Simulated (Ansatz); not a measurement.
# WSe2 (P6_3/mmc): one cell, many starting occupations (series 2), part 2 of 3

Task: map the metastable states of WSe2 (P6_3/mmc) by varying the start. Cell and atoms stay fixed.

Ansatz 0.2.0; DFT PBE+U (U_eff = 1 eV on W d), plane waves, PAW, no spin–orbit coupling unless a run says so. The steps go on from the part before.

### 3 Random orbitals: single harmonics, second filling

Input file input.yaml:

```yaml
crystal:
  lattice:
    - [3.28999882, 0.0, 0.0]
    - [-1.64499941, 2.84922255, 0.0]
    - [0.0, 0.0, 12.97000144]
  atoms:
    - { symbol: W, position: [0.3333333333, 0.6666666667, 0.25], spin: 0.3 }
    - { symbol: W, position: [0.6666666667, 0.3333333333, 0.75], spin: 0.3 }
    - { symbol: Se, position: [0.3333333333, 0.6666666667, 0.621] }
    - { symbol: Se, position: [0.6666666667, 0.3333333333, 0.121] }
    - { symbol: Se, position: [0.3333333333, 0.6666666667, 0.879] }
    - { symbol: Se, position: [0.6666666667, 0.3333333333, 0.379] }
basis:
  ecutwfc: 420
  ecutrho_ratio: 4
kpoints:
  mp_grid: { grid: [7, 7, 2] }
hamiltonian:
  xc: pbe
  hubbard:
    sites:
      - { site: 0, l: d, u_eff: 1.0, starting_ns: [{ spin: up, occupation_matrix: s0up }, { spin: down, occupation_matrix: s0down }] }
      - { site: 1, l: d, u_eff: 1.0, starting_ns: [{ spin: up, occupation_matrix: s1up }, { spin: down, occupation_matrix: s1down }] }
    occupation_matrices:
      s0up:
        matrix:
          - [0.97, 0.0, 0.0, 0.0, 0.0]
          - [0.0, 0.02, 0.0, 0.0, 0.0]
          - [0.0, 0.0, 0.02, 0.0, 0.0]
          - [0.0, 0.0, 0.0, 0.02, 0.0]
          - [0.0, 0.0, 0.0, 0.0, 0.02]
      s0down:
        matrix:
          - [0.02, 0.0, 0.0, 0.0, 0.0]
          - [0.0, 0.02, 0.0, 0.0, 0.0]
          - [0.0, 0.0, 0.02, 0.0, 0.0]
          - [0.0, 0.0, 0.0, 0.02, 0.0]
          - [0.0, 0.0, 0.0, 0.0, 0.97]
      s1up:
        matrix:
          - [0.02, 0.0, 0.0, 0.0, 0.0]
          - [0.0, 0.02, 0.0, 0.0, 0.0]
          - [0.0, 0.0, 0.97, 0.0, 0.0]
          - [0.0, 0.0, 0.0, 0.02, 0.0]
          - [0.0, 0.0, 0.0, 0.0, 0.02]
      s1down:
        matrix:
          - [0.02, 0.0, 0.0, 0.0, 0.0]
          - [0.0, 0.97, 0.0, 0.0, 0.0]
          - [0.0, 0.0, 0.02, 0.0, 0.0]
          - [0.0, 0.0, 0.0, 0.02, 0.0]
          - [0.0, 0.0, 0.0, 0.0, 0.02]
    ns_hold: { iters: 5 }
scf:
  occupations: { method: gaussian, width: 0.05 }
  lower_state_search: "off"
  max_iter: 150
output:
  forces: true
  stress: true
  eigenvalues: true
  populations: true
  hubbard: { sites: [{ site: 0, l: d }, { site: 1, l: d }] }
magnetization:
  spin_polarized: true
```

The typed matrices put 0.97 on the chosen orbitals and 0.02 on the others, and are held for 5 cycles.

Launch:

```bash
ansatz run input.yaml --threads 4 --pin off --max-ram 6144MiB --backend cpu --events-out ev --progress --plain --runs-dir out
```

The log of the run:

```text
Warning: crystal.symmetry: narrowed to the stabiliser of the occupation matrices — unitary ops 24 → 4; lowered by the specified shells (site 0, l: d), (site 1, l: d); largest admitted image defect 4.4e-16, smallest excluded 7.1e-1 — at a splitting's scale: the group the occupation matrices' own texture admits
Warning: RAYON_NUM_THREADS=4 ignored (pool sized by the plan → 4); use --threads N
W: projections on atomic orbitals take those of the free atom [Kr 4d10 4f14] 5s2 5p6 5d4 6s2, of charge +0.00 (hamiltonian.pseudopotentials.projection_atoms); the dataset's partial waves leave at most 6.5e-5 of an orbital's norm unspanned inside its sphere
Se: projections on atomic orbitals take those of the free atom [Ar] 3d10 4s2 4p4, of charge +0.00 (hamiltonian.pseudopotentials.projection_atoms); the dataset's partial waves leave at most 2.3e-6 of an orbital's norm unspanned inside its sphere
Engine: ansatz 0.2.0, aarch64-unknown-linux-gnu
Pseudopotentials: kind: paw
Pseudopotential: W, paw, valence charge 14, recommended cutoff 420 eV (normal), W.paw.azcp
Pseudopotential: Se, paw, valence charge 16, recommended cutoff 420 eV (normal), Se.paw.azcp
Functional definition: PBE
  parameter kappa = 0.804
  parameter beta = 0.06672455060314922
  exchange = pbe_x(kappa = kappa, mu = beta*pi^2/3)
  correlation = pbe_c(beta = beta)
Crystal: 6 atoms, lattice volume = 121.580 Å³
Basis set: ecut = 420 eV, 2419 PW (Γ), exchange–correlation on 48×48×180 points (8 copies of the dense FFT grid, shifted against one another)
Bands: 56, of which v1, the nominal top of the filled ones, is band 46 counted from 1 (45 counted from 0)
Symmetry: 4 space group operations
k-points: 32 of 98 (time reversal used)
Non-local potential: W, projectors of the file, l = 0: 3, l = 1: 2, l = 2: 2, l = 3: 1
Non-local potential: Se, projectors of the file, l = 0: 2, l = 1: 2, l = 2: 3, l = 3: 1
PAW form: soft (Blöchl's): semilocal exchange-correlation on the pseudo side does not see the compensation charge
PAW one-centre angular grid: W, 590 points (default); XC on 64 Gauss nodes
PAW one-centre angular grid: Se, 590 points (default); XC on 64 Gauss nodes
Initial density: superposition of atomic densities (chi_scale 0.1, normalization cell)
Starting moments: Σ|m| = 0.6 μB on 2 of 6 sites
Initial wavefunctions: pseudopotential atomic-orbital guess
Functional: x = pbe(κ = 0.804, μ = 0.2195149727645171), c = pbe(β = 0.06672455060314922)
iter 1 solved again at ethr=2.00e-3 eV; its pass at ethr=3.10e-3 eV (dr2=1.84e0 eV) is discarded
SCF iter   1: F=—  HF=-42645.020459 eV  |F-HF|=—  |Δ(HF+E_count)|=         —  Δρ=2.22e-2 (↑2.22e-2 ↓1.70e-2)  dr2=1.85e0  dr2_m=6.84e-2  M=0.000 μB ∫|m|=0.287 μB  β_m=0.30  ethr=2.00e-3  ⟨swp⟩=1.0  Hψ=17160  notcnv=0
preconditioner: auto → Resta (q_TF=auto, 2.604 Å⁻¹)  ε∞=5.8  [insulator: Δε(μ)=0.838 eV  Ē_g=9.198 eV  σ=0.050 eV  W_gap=1.00  n_scr=40 (ndim 8)  ℏωp=20.2 eV  f_vac=0.022  D(μ)=0.00/eV (n_scr^D=0)  ε∞_Penn≈5.8]
spin=Collinear: Resta preconditioning applied to the charge; magnetization (m = ρ↑ − ρ↓) channel mixes plain (no charge-response kernel on spin).
SCF iter   2: F=—  HF=-42644.783103 eV  |F-HF|=—  |Δ(HF+E_count)|=   2.37e-1  Δρ=1.54e-2 (↑1.54e-2 ↓1.27e-2)  dr2=1.03e0  dr2_m=3.63e-2  M=0.000 μB ∫|m|=0.298 μB  β_m=0.30  ethr=2.00e-3  ⟨swp⟩=2.0  Hψ=4218  notcnv=0
SCF iter   3: F=—  HF=-42644.560860 eV  |F-HF|=—  |Δ(HF+E_count)|=   2.22e-1  Δρ=6.52e-3 (↑5.00e-3 ↓6.52e-3)  dr2=1.61e-1  dr2_m=1.96e-2  M=0.000 μB ∫|m|=0.313 μB  β_m=0.30  ethr=1.12e-3  ⟨swp⟩=2.0  Hψ=5082  notcnv=0
SCF iter   4: F=—  HF=-42644.545333 eV  |F-HF|=—  |Δ(HF+E_count)|=   1.55e-2  Δρ=3.55e-3 (↑3.31e-3 ↓3.55e-3)  dr2=1.33e-2  dr2_m=1.06e-2  M=0.000 μB ∫|m|=0.324 μB  β_m=0.30  ethr=1.75e-4  ⟨swp⟩=2.2  Hψ=4984  notcnv=0  defer=70
SCF iter   5: F=—  HF=-42644.549007 eV  |F-HF|=—  |Δ(HF+E_count)|=   3.67e-3  Δρ=2.73e-3 (↑2.24e-3 ↓2.73e-3)  dr2=6.06e-3  dr2_m=5.76e-3  M=0.000 μB ∫|m|=0.333 μB  β_m=0.30  ethr=1.44e-5  ⟨swp⟩=1.1  Hψ=3781  notcnv=0  defer=70
SCF iter   6: F=—  HF=-42644.552460 eV  |F-HF|=—  |Δ(HF+E_count)|=   3.45e-3  Δρ=1.79e-3 (↑1.79e-3 ↓1.66e-3)  dr2=5.51e-4  dr2_m=3.16e-3  M=0.000 μB ∫|m|=0.341 μB  β_m=0.30  ethr=6.59e-6  ⟨swp⟩=2.0  Hψ=4856  notcnv=0  defer=70
Mixer restart at iter 6: flushing history
SCF iter   7: F=—  HF=-42645.600898 eV  |F-HF|=—  |Δ(HF+E_count)|=         —  Δρ=2.02e-3 (↑9.62e-4 ↓2.02e-3)  dr2=1.74e-2  dr2_m=1.27e-3  M=0.000 μB ∫|m|=0.274 μB  β_m=0.30  ethr=5.99e-7  ⟨swp⟩=3.0  Hψ=5422  notcnv=0  defer=70
Mixer restart at iter 7: flushing history
spin-set hold released at iteration 7 (site moments contracting): the magnetisation degrees of freedom join the quasi-Newton model from the next iteration; the mixer history was flushed
SCF iter   8: F=—  HF=-42646.142391 eV  |F-HF|=—  |Δ(HF+E_count)|=   5.41e-1  Δρ=1.97e-3 (↑1.30e-3 ↓1.97e-3)  dr2=1.85e-2  dr2_m=1.25e-3  M=0.000 μB ∫|m|=0.220 μB  β_m=0.65  ethr=5.99e-7  ⟨swp⟩=2.9  Hψ=6204  notcnv=0  defer=70
SCF iter   9: F=—  HF=-42646.719865 eV  |F-HF|=—  |Δ(HF+E_count)|=   5.77e-1  Δρ=1.43e-3 (↑1.37e-3 ↓1.43e-3)  dr2=5.23e-3  dr2_m=1.35e-3  M=0.000 μB ∫|m|=0.048 μB  β_m=0.70  ethr=5.99e-7  ⟨swp⟩=3.5  Hψ=8351  notcnv=0  defer=87
SCF iter  10: F=—  HF=-42646.721310 eV  |F-HF|=—  |Δ(HF+E_count)|=   1.45e-3  Δρ=7.46e-4 (↑6.84e-4 ↓7.46e-4)  dr2=6.16e-4  dr2_m=4.46e-4  M=0.000 μB ∫|m|=0.030 μB  β_m=0.84  ethr=5.99e-7  ⟨swp⟩=2.3  Hψ=6774  notcnv=0  defer=138
SCF iter  11: F=—  HF=-42646.722176 eV  |F-HF|=—  |Δ(HF+E_count)|=   8.67e-4  Δρ=2.86e-4 (↑2.72e-4 ↓2.86e-4)  dr2=4.59e-5  dr2_m=7.08e-5  M=0.000 μB ∫|m|=0.012 μB  β_m=0.84  ethr=5.99e-7  ⟨swp⟩=2.0  Hψ=6238  notcnv=0  defer=138
SCF iter  12: F=—  HF=-42646.722322 eV  |F-HF|=—  |Δ(HF+E_count)|=   1.45e-4  Δρ=7.56e-5 (↑7.50e-5 ↓7.56e-5)  dr2=5.54e-6  dr2_m=5.23e-6  M=0.000 μB ∫|m|=0.003 μB  β_m=0.77  ethr=4.99e-8  ⟨swp⟩=2.2  Hψ=6397  notcnv=0  defer=158
SCF iter  13: F=—  HF=-42646.722332 eV  |F-HF|=—  |Δ(HF+E_count)|=   1.00e-5  Δρ=1.48e-5 (↑1.48e-5 ↓1.32e-5)  dr2=6.89e-7  dr2_m=1.41e-7  M=0.000 μB ∫|m|=0.001 μB  β_m=0.87  ethr=6.02e-9  ⟨swp⟩=2.3  Hψ=6399  notcnv=0  defer=158
SCF iter  14: F=—  HF=-42646.722332 eV  |F-HF|=—  |Δ(HF+E_count)|=   7.09e-7  Δρ=6.88e-6 (↑6.88e-6 ↓6.57e-6)  dr2=4.66e-7  dr2_m=1.13e-8  M=0.000 μB ∫|m|=0.000 μB  β_m=0.83  ethr=7.49e-10  ⟨swp⟩=2.0  Hψ=6238  notcnv=0  defer=158
iter 15 did not close the SCF: its close was put off for a magnetic moment that had not settled (scf_convergence_deferred on its scf_iter line)
SCF iter  15: F=-42646.722332 eV  HF=-42646.722332 eV  |F-HF|=2.33e-8  |Δ(HF+E_count)|=   9.20e-8  Δρ=1.49e-6 (↑1.49e-6 ↓1.42e-6)  dr2=1.44e-8  dr2_m=4.07e-10  M=0.000 μB ∫|m|=0.000 μB  β_m=0.92  ethr=1.09e-10  ⟨swp⟩=8.4  Hψ=15074  notcnv=0
SCF iter  16: F=-42646.722332 eV  HF=-42646.722332 eV  |F-HF|=1.66e-9  |Δ(HF+E_count)|=   2.64e-8  Δρ=4.98e-7 (↑4.98e-7 ↓4.58e-7)  dr2=1.29e-9  dr2_m=7.52e-11  M=0.000 μB ∫|m|=0.000 μB  ethr=1.56e-11  ⟨swp⟩=2.0  Hψ=9568  notcnv=0
WARN: the starting moments were not kept: the SCF closed with an absolute magnetisation of 1.3e-5 μB, where they sum to 0.6 μB in size (2 sites). That is at most 0.1 of that sum. Measured as dr2_m measures the in/out step, that magnetisation stands 2.0e-11 eV from none, at or under the dr2_threshold of 1.0e-7 eV: it is no larger than a step whose dr2_m would equal this threshold. The system may hold no moment; this SCF shows only that its start led to no more than that. To try another start: raise the starting moments (crystal.atoms[].spin, magnetization.per_species, magnetization.initial_magnetization, or on a non-collinear deck that types none of these the spinor_matrix: blocks that start its atoms; where the total moment is fixed, keep their sum and leave initial_magnetization as it is; typed ones take the place of any that the run laid by itself, positive ones on a crystal's lanthanoids without a Hubbard term where scf.initial_density.shell_occupations: [] is typed) or, if the notice of its spin-set hold's release reads "site moments contracting" or "site moments show no strong build", lengthen the hold (scf.mixing.spin_hold: { on: { confirm: 4 } }; for m-r²SCAN on two components see the key's manual first). Each may lead to a state that holds a moment. A second SCF, from the converged charge density, with the starting moments and any scf.initial_density.shell_occupations laid on it anew, would have followed, and was not run: the deck does not ask for one (magnetization.retry_lost_moments is false, the default). To let it run, set magnetization.retry_lost_moments: true and run the deck again, where that key's refused combinations let it; where memory then withholds it, that run's warning says so.
WARN: hamiltonian.hubbard: on 4 of 4 specified blocks the occupation matrix of this SCF's result fails the test of the specified filling. At site 0 ↑ (sites count from 0 in the list of atoms of the cell that this SCF solves) the least filled combination of the orbitals specified full has occupation 0.558, and the fullest combination of the orbitals specified empty has occupation 0.514; the filling counts as kept where the first is at least 0.75 and exceeds the second by more than 0.25. The same holds at site 0 ↓, site 1 ↑, site 1 ↓. The state of this SCF's result may not hold the specified filling, though these bounds can also misjudge a state that does. This warning does not say which state is lower in energy, or whether the specified filling is a self-consistent state at all; see hamiltonian.hubbard.sites[].starting_ns, Limitations, and scf.initial_density.shell_occupations in the input reference
SCF 1 converged in 16 iterations: F = -42646.722332 eV  dr2 = 1.29e-9
SCF converged after 16 iterations
Magnetization: 0.0000 μB (46.0000 up, 46.0000 down)
Absolute magnetization: 0.0000 μB (∫|ρ↑−ρ↓|, with the PAW one-centre terms)
Spin contamination: 0.0000 ħ² per cell (⟨S²⟩ above its minimum at these occupations)
Per-site moments (μB) at R_I (Å): [(-2.9674334016365777e-7, 1.0441543784065213), (-4.443539981351074e-7, 1.0441543784065213), (2.1183996316664446e-7, 1.0441543784065213), (-2.437452284471906e-7, 1.0441543784065213), (2.118399632819554e-7, 1.0441543784065217), (-2.4374522832720025e-7, 1.0441543784065213)]
Free energy (F): -42646.722332 eV
Harris-Foulkes:  -42646.722332 eV  (|F-HF|=1.66e-9)
Internal energy: -42646.722332 eV  (E = F + TS)
E sigma→0 (E₀):  -42646.722332 eV
Fermi energy:    13.484731 eV
--- Per-component energies (eV) ---
  E_band       = -1683.225140
  E_kinetic    = 1379.666664
  E_local      = -11426.440945  (includes V_loc(G=0)·N_el)
  E_nonlocal   = -2379.726602
  E_hartree    = 5496.565643
  E_xc         = -953.332502
  E_vxc        = -873.945191  (∫ρ·V_xc dr)
  E_hubbard    = 2.487567  (on-site DFT+U / exact-exchange correction)
  E_vhub       = -0.061309  (the Hubbard potential's part of the band-sum identity)
  E_paw        = -24771.092647  (= ΣΔE_a)
  E_vpaw       = 624.155162  (= ΣTr[D̂ρ^β])
  E_aug_tail   = -0.002475  (compensation charges beyond the density's cutoff)
  E_ewald      = -9994.847037
  E_smearing   = -0.000000  (= −TS)
  E_closure    = 0.000000  (closes the sum)
  Σ components = -42646.722332   (vs F -42646.722332, Δ=0.00e0)
--- Specified on-site occupations, and those of the state reported ---
  electrons in the specified blocks: 4.2000 specified, 10.0729 found
  site 0 (l=d) ↓: largest change of an orbital's occupation 0.5384; electrons 1.0500 specified, 2.5182 found; spectral distance 1.0272
  site 1 (l=d) ↓: largest change of an orbital's occupation 0.5384; electrons 1.0500 specified, 2.5182 found; spectral distance 1.0272
  site 1 (l=d) ↑: largest change of an orbital's occupation 0.5384; electrons 1.0500 specified, 2.5182 found; spectral distance 1.0272
  site 0 (l=d) ↑: largest change of an orbital's occupation 0.4944; electrons 1.0500 specified, 2.5182 found; spectral distance 1.0272
--- Forces (eV/Å), atoms counted from 1 ---
  atom   1  W      0.00000000     0.00000092     0.00000000
  atom   2  W      0.00000000    -0.00000002     0.00000000
  atom   3  Se    -0.00000000     0.00000001    -0.16779940
  atom   4  Se    -0.00000000     0.00000024    -0.16779755
  atom   5  Se    -0.00000000     0.00000001     0.16779940
  atom   6  Se    -0.00000000     0.00000024     0.16779755
  max |Σ_I F_I| component: 1.39e-6 eV/Å
--- Stress (GPa, compression-positive) ---
        3.412427       0.000000       0.000000
        0.000000       3.412429       0.000000
        0.000000       0.000000       4.340561
  P = ⅓ Tr σ = 3.7218 GPa (37.218 kbar)
--- Band table (eV; the first three rows and the last of 64) ---
  k-point 0 ↑: bands = ["-61.2964", "-61.2964", "-34.8909", "-34.8909", "-34.8908", "-34.8908", "-34.8903", "-34.8903", "-34.8902", "-34.8902", "-34.8615", "-34.8615", "-34.8612", "-34.8612", "-34.8603", "-34.8603", "-34.8601", "-34.8601", "-34.8494", "-34.8491", "-34.8473", "-34.8470", "-25.5810", "-25.5810", "-25.4562", "-25.4562", "-25.4562", "-25.4562", "-2.3262", "-2.0754", "-1.1487", "-0.7289", "5.8108", "6.9075", "9.3380", "10.2707", "10.2707", "10.2879", "10.2879", "11.4220", "11.4220", "11.4777", "11.4777", "11.8116", "11.8914", "12.9205", "15.6103", "15.6103", "15.6602", "15.6602", "15.6827", "15.6827", "15.8919", "15.8919", "17.4513", "18.1207"]
  k-point 1 ↑: bands = ["-61.2964", "-61.2964", "-34.8909", "-34.8909", "-34.8909", "-34.8909", "-34.8903", "-34.8903", "-34.8903", "-34.8903", "-34.8614", "-34.8614", "-34.8614", "-34.8614", "-34.8602", "-34.8602", "-34.8602", "-34.8602", "-34.8493", "-34.8493", "-34.8471", "-34.8471", "-25.5810", "-25.5810", "-25.4562", "-25.4562", "-25.4562", "-25.4562", "-2.2191", "-2.2191", "-0.9231", "-0.9231", "6.2689", "6.2689", "10.2791", "10.2791", "10.2792", "10.2792", "10.3545", "10.3545", "11.4498", "11.4498", "11.4498", "11.4498", "12.7086", "12.7086", "15.6137", "15.6137", "15.6137", "15.6137", "15.8083", "15.8083", "15.8083", "15.8083", "17.8150", "17.8150"]
  k-point 2 ↑: bands = ["-61.2945", "-61.2944", "-34.8907", "-34.8907", "-34.8905", "-34.8904", "-34.8900", "-34.8900", "-34.8895", "-34.8894", "-34.8617", "-34.8617", "-34.8614", "-34.8614", "-34.8608", "-34.8606", "-34.8604", "-34.8601", "-34.8490", "-34.8488", "-34.8468", "-34.8466", "-25.5718", "-25.5718", "-25.5009", "-25.5009", "-25.4665", "-25.4665", "-2.0231", "-1.7754", "-0.9799", "-0.5909", "6.1976", "7.2865", "9.0611", "9.4204", "9.4720", "10.3698", "10.5492", "10.5871", "10.9478", "11.0195", "11.2275", "11.8457", "12.0054", "12.4226", "14.7957", "15.2007", "15.3048", "15.3266", "15.4688", "15.5678", "16.0200", "16.1837", "18.7716", "19.3725"]
  k-point 31 ↓: bands = ["-61.2873", "-61.2873", "-34.8905", "-34.8905", "-34.8897", "-34.8897", "-34.8873", "-34.8873", "-34.8870", "-34.8870", "-34.8626", "-34.8626", "-34.8623", "-34.8623", "-34.8616", "-34.8616", "-34.8607", "-34.8607", "-34.8475", "-34.8475", "-34.8451", "-34.8451", "-25.6425", "-25.6425", "-25.5380", "-25.5380", "-25.5231", "-25.5231", "-0.5593", "-0.5593", "-0.0889", "-0.0889", "7.0688", "7.0688", "7.8604", "7.8604", "8.3954", "8.3954", "9.4269", "9.4269", "10.2597", "10.2597", "10.8567", "10.8567", "11.9259", "11.9259", "14.5340", "14.5340", "15.2773", "15.2773", "15.9248", "15.9248", "17.0842", "17.0842", "18.9379", "18.9379"]
Occupation matrices written to <dir>
--- Löwdin populations: 6 sites ---
  site symbol       q [e]    m [muB]
     0      W     13.6204     0.0000
     1      W     13.6204    -0.0000
     2     Se     16.0881     0.0000
     3     Se     16.0881    -0.0000
     4     Se     16.0881     0.0000
     5     Se     16.0881    -0.0000
  spilling = 0.004421 (of n_electrons = 92.000000)
--- Occupation matrices: 2 shells (run DFT+U table (all-electron-ortho-atomic); ε = 1.18e-3) ---
  W0 d_5D: site group D3h (-6m2)
  W0 d_5D up     Tr n = 2.5182  λ = 0.465 0.465 0.514 0.514 0.558  [2× xz 0.50 E''(1.00) | 2× x2-y2 0.50 E'(1.00) | z2 1.00 A1'(1.00)]
  W0 d_5D dn     Tr n = 2.5182  λ = 0.465 0.465 0.514 0.514 0.558  [2× xz 0.50 E''(1.00) | 2× x2-y2 0.50 E'(1.00) | z2 1.00 A1'(1.00)]
  specified occupation → W0 d_5D up: matrix, ‖Δ‖_F = 1.0272, Tr Δ = -1.4682, displaced = 1.1457, d_λ = 1.0272; orbital distance = 0.0000
  specified occupation → W0 d_5D dn: matrix, ‖Δ‖_F = 1.0671, Tr Δ = -1.4682, displaced = 1.1897, d_λ = 1.0272; orbital distance = 1.4142
  W1 d_5D: site group D3h (-6m2)
  W1 d_5D up     Tr n = 2.5182  λ = 0.465 0.465 0.514 0.514 0.558  [2× xz 0.50 E''(1.00) | 2× x2-y2 0.50 E'(1.00) | z2 1.00 A1'(1.00)]
  W1 d_5D dn     Tr n = 2.5182  λ = 0.465 0.465 0.514 0.514 0.558  [2× xz 0.50 E''(1.00) | 2× x2-y2 0.50 E'(1.00) | z2 1.00 A1'(1.00)]
  specified occupation → W1 d_5D up: matrix, ‖Δ‖_F = 1.1099, Tr Δ = -1.4682, displaced = 1.2387, d_λ = 1.0272; orbital distance = 1.4142
  specified occupation → W1 d_5D dn: matrix, ‖Δ‖_F = 1.1099, Tr Δ = -1.4682, displaced = 1.2387, d_λ = 1.0272; orbital distance = 1.4142
  Tr n, λ and their labels are of the run-group-symmetrised matrices; stabiliser: 48 of 48 elements of G0×{1,Θ} (closed), max defect 8.7e-6 at τ = 2.5e-4
```

Run time: 38 s. Hardware: 4 threads of Arm Neoverse N1, shared host; peak memory 0.72 GiB.

It ends with a gap on the mesh of 1.13 eV, pressure 3.7 GPa, no moment over 0.05 μB in any sphere, largest force component 0.17 eV/Å, 4 symmetry operations imposed. The program reports that the typed filling wasn't kept.

How the shells are filled (orbitals counted by the eigenvalues of the occupation matrices):

| shell | channel | electrons | over 0.8 | 0.2 to 0.8 | under 0.2 |
| --- | --- | --- | --- | --- | --- |
| W 5d (atom 1) | up | 2.52 | 0 | 5 | 0 |
| W 5d (atom 1) | down | 2.52 | 0 | 5 | 0 |

[end of part 2 of 3]
